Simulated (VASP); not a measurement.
Write the native input for VASP 6.6.1 that does the following.

* Task: relaxation of cell and atoms
* Functional: PBEsol
* Potentials or basis: VASP PAW PBE potentials, release 64 (Te, Pb_d)
* Cutoff: 600 eV
* k mesh: 8 × 8 × 8
* Occupations: gaussian, width 0.03 eV
* Spin: no spin polarisation
* Further INCAR settings: ALGO = Normal; EDIFF = 1e-06; IBRION = 2; EDIFFG = -0.01; NSW = 90; ISIF = 3

The structure of TePb lies in POSCAR:

```
TePb
1.0
    0.0000000000      3.2310000000      3.2310000000
    3.2310000000      0.0000000000      3.2310000000
    3.2310000000      3.2310000000      0.0000000000
Te Pb
1 1
Direct
    0.5000000000      0.5000000000      0.5000000000
    0.0000000000      0.0000000000      0.0000000000
```

These files were run (other wordings do the same):

INCAR

```
PREC = Accurate
ENCUT = 600
EDIFF = 1E-6
ISMEAR = 0
SIGMA = 0.03
LREAL = F
LASPH = T
NELM = 80
ALGO = Normal
ISIF = 3
LWAVE = F
LCHARG = F
GGA = PS
IBRION = 2
NSW = 90
EDIFFG = -0.01
```

KPOINTS

```
regular mesh
0
Gamma
  8 8 8
```

Potentials or basis: VASP PAW PBE potentials, release 64 (Te, Pb_d).

Run with:

```sh
$ cat potpaw_PBE.64/Te/POTCAR potpaw_PBE.64/Pb_d/POTCAR > POTCAR
$ mpirun -np 1 vasp_std > vasp.out
```

Results of the run:

* Relaxed volume: 33.44 Å³/atom
* Relaxed cell: a = 4.556 Å, b = 4.556 Å, c = 4.556 Å, α = 60.00°, β = 60.00°, γ = 60.00°
* Space group after relaxing (to 0.05 Å): Fm-3m (No. 225)
* Energy gained by relaxing: 0.3 meV/atom
* Ionic steps: 3
* Pressure after relaxing: 0.0 GPa
* Band gap on the k mesh: 0.65 eV, direct

Caveat: the PAW data sets were made with another functional, which shifts forces and pressure a little; spin-orbit coupling is left out, which as a rule narrows the gap of such compounds by several tenths of an eV.

Wall time 29 s on 1 thread of Intel(R) Xeon(R) 6975P-C (Granite Rapids), with other jobs on the host, peak memory 0.25 GiB.
